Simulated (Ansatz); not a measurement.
## CuO under changes of volume

One of the cells (9.643 Å³/atom); the others are scaled copies at fixed shape and fractional positions:

```
CELL_PARAMETERS angstrom
2.83633 0.00000 0.00000
-1.41816 2.45633 0.00000
0.00000 0.00000 2.76811
ATOMIC_POSITIONS crystal
Cu 0.00000 0.00000 0.00000
O 0.66667 0.33333 0.50000
```

Measurements of this composition are mostly on another form, of space group No. 15.

```yaml
Program: Ansatz 0.2.0
Functional: PBE
Potentials_or_basis: JTH PAW
Cutoff: "1380 eV (not typed: the program's choice for these potentials)"
k_mesh: 11 × 11 × 10
Occupations: fermi-dirac, width 0.05 eV
Spin: no spin polarisation
```

```csv
volume (Å³/atom),energy over the lowest point (meV/atom),pressure (GPa)
9.064,18.98,11.7
9.257,7.73,7.2
9.450,1.59,3.2
9.643,0.00,-0.3
9.836,?,?
10.028,8.54,-6.4
10.221,17.82,-8.9
```

What does the run at 9.836 Å³/atom give?

Energy over the lowest point 2.46 meV/atom; pressure -3.5 GPa.

Worked out: A Birch-Murnaghan fit of order 3 (a polynomial in V^(-2/3)) to the other rows has its minimum at 9.62 Å³/atom with B0 = V·E''(V) = 170 GPa and B' = 4.8 at fixed shape and positions, which overstates the stiffness. It gives 2.48 meV/atom at 9.836 Å³/atom, against the run's 2.46, and -dE/dV = -3.6 GPa, against -3.5.

Energies are extrapolated to zero smearing.

Caveats: an odd number of electrons without spin polarisation forces a metal; a magnetic or distorted state may lie lower; the run has no spin polarisation, though such a crystal can be magnetic.
